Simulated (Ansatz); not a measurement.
**Relaxing Li**

Method: Ansatz 0.2.0, DFT PBE, scalar-relativistic, plane waves, PAW. Cutoff 420 eV, Γ-centred k mesh, Gaussian smearing, no spin polarisation in the final step.

The start is a database structure of Li, space group Cmce (No. 64).

```
CELL_PARAMETERS angstrom
8.04662 -2.78768 0.00000
8.04662 2.78768 0.00000
0.00000 0.00000 5.40686
ATOMIC_POSITIONS crystal
Li 0.74405 0.25595 0.09781
Li 0.25595 0.74405 0.90219
Li 0.75595 0.24405 0.59781
Li 0.24405 0.75595 0.40219
Li 0.04518 0.28196 0.25387
Li 0.28196 0.04518 0.74613
Li 0.78196 0.54518 0.75387
Li 0.54518 0.78196 0.24613
Li 0.95482 0.71804 0.74613
Li 0.71804 0.95482 0.25387
Li 0.21804 0.45482 0.24613
Li 0.45482 0.21804 0.75387
```

Steps on the 8×8×8 mesh (12 atoms). 7 of 10 steps are shown, and the free energy counts from the last. Trial steps that were taken back and renewals of the plane-wave basis can be among the rows.

| step | ΔF (meV/atom) | V (Å³/atom) | P (GPa) | largest force component (eV/Å) |
| --- | --- | --- | --- | --- |
| 1 | 7.3 | 20.21 | 0.08 | 0.036 |
| 2 | 3.2 | 20.24 | 0.06 | 0.036 |
| 3 | 1.0 | 20.42 | -0.04 | 0.012 |
| 4 | 0.3 | 20.36 | 0.02 | 0.038 |
| 5 | 2.1 | 20.25 | 0.08 | 0.129 |
| 6 | 0.1 | 20.37 | 0.00 | 0.004 |
| 10 | 0.0 | 20.36 | 0.00 | 0.002 |

A final relaxation ran on a 8×8×8 mesh. The relaxed crystal, Pmma (No. 51):

Space group Pmma (No. 51). a = 5.518 Å, b = 7.686 Å, c = 2.880 Å, α = 90.00°, β = 90.00°, γ = 90.00°
```
atom site symmetry x y z
  Li    2c     .2/m.  0.0000  0.0000  0.5000
  Li    4k m..  0.7500  0.6790  0.1778
```

```
Volume per atom                    : 20.36 Å³
Density                            : 0.57 g/cm³
Energy over the standard structure : 0.04 eV/atom
Gap on the 8×8×8 mesh              : 0 eV (a metal)
```

Energies count from the standard state of Li at the same level.

The final run used a 8×8×8 mesh on its 12-atom cell and 0.10 eV smearing. The k mesh leaves about 4 meV/atom of noise in metals.

A structure relaxed within its symmetry needn't be a true minimum.